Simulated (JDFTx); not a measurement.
**Nb: equation of state with PBE**

**Measured values to compare with.**

“Pressure effects on the electronic structure and superconductivity of (TaNb)0.67(HfZrTi)0.33 high entropy alloy”, 2019, arxiv:1910.08312 quotes, for a bulk crystal of Nb: bulk modulus 169 GPa.

The system is Nb.

```
CELL_PARAMETERS angstrom
-1.66395 1.66395 1.66395
1.66395 -1.66395 1.66395
1.66395 1.66395 -1.66395
ATOMIC_POSITIONS crystal
Nb 0.00000 0.00000 0.00000
```

```json
{
 "Program": "JDFTx 1.7.0 (patched build)",
 "Task": "equation of state",
 "Functional": "PBE",
 "Potentials or basis": "PseudoDojo-SR-PBE-0.5-standard",
 "Cutoff": "1116 eV",
 "Density cutoff": "4463 eV",
 "k mesh": "11 × 11 × 11",
 "Occupations": "fermi-dirac, width 0.05 eV",
 "Spin": "no spin polarisation"
}
```

* Equilibrium volume: 18.24 Å³/atom
* Bulk modulus: 171 GPa
* Pressure derivative of the bulk modulus: 3.3

Energy against volume, from the lowest point:
```
volume (Å³/atom)  energy (meV/atom)
          17.322              25.45
          17.691               8.21
          18.060               0.00
          18.428               0.10
          18.797               7.84
          19.165              22.56
          19.534              43.64
```

Against the measured bulk modulus of Nb, 169 GPa (quoted in “Pressure effects on the electronic structure and superconductivity of (TaNb)0.67(HfZrTi)0.33 high entropy alloy”, 2019, arxiv:1910.08312), the calculated 171 GPa is off by +1.3 %. The fit is for a static lattice scaled at fixed shape and fixed fractional positions.
